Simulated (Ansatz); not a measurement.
# Sb under changes of volume

One of the cells (26.654 Å³/atom); the others are scaled copies at fixed shape and fractional positions:

```
Sb
1.0
     3.35453    0.00000    0.00000
    -1.67727    2.90511    0.00000
     0.00000    0.00000    5.47016
Sb
2
Direct
  0.66667 0.33333 0.75000
  0.33333 0.66667 0.25000
```

This isn't the form of Sb at room conditions, which is rhombohedral.

```yaml
Program: Ansatz 0.2.0
Functional: PBEsol
Potentials_or_basis: Ansatz PAW
Cutoff: "420 eV (not typed: the program's choice for these potentials)"
k_mesh: 9 × 9 × 5
Occupations: fermi-dirac, width 0.05 eV
Spin: no spin polarisation
```

| volume (Å³/atom) | energy over the lowest point (meV/atom) | pressure (GPa) |
| --- | --- | --- |
| 25.055 | 6.64 | 2.7 |
| 25.588 | 0.86 | 1.1 |
| 26.121 | 0.00 | -0.3 |
| 26.654 | 3.38 | -1.6 |
| 27.187 | 10.57 | -2.7 |
| 27.720 | ? | ? |
| 28.253 | 35.30 | -4.7 |

**Question.** What does the run at 27.720 Å³/atom give?

**Answer.** Energy over the lowest point 21.30 meV/atom; pressure -3.7 GPa.

Worked out: A Birch-Murnaghan fit of order 3 (a polynomial in V^(-2/3)) to the other rows has its minimum at 25.96 Å³/atom with B0 = V·E''(V) = 65 GPa and B' = 4.1 at fixed shape and positions, which overstates the stiffness. It gives 21.37 meV/atom at 27.720 Å³/atom, against the run's 21.30, and -dE/dV = -3.7 GPa, against -3.7.

Energies are extrapolated to zero smearing.

Caveats: the PAW data sets come from PBE, with cores solved anew for the run's functional, which leaves a small shift of forces and pressure.
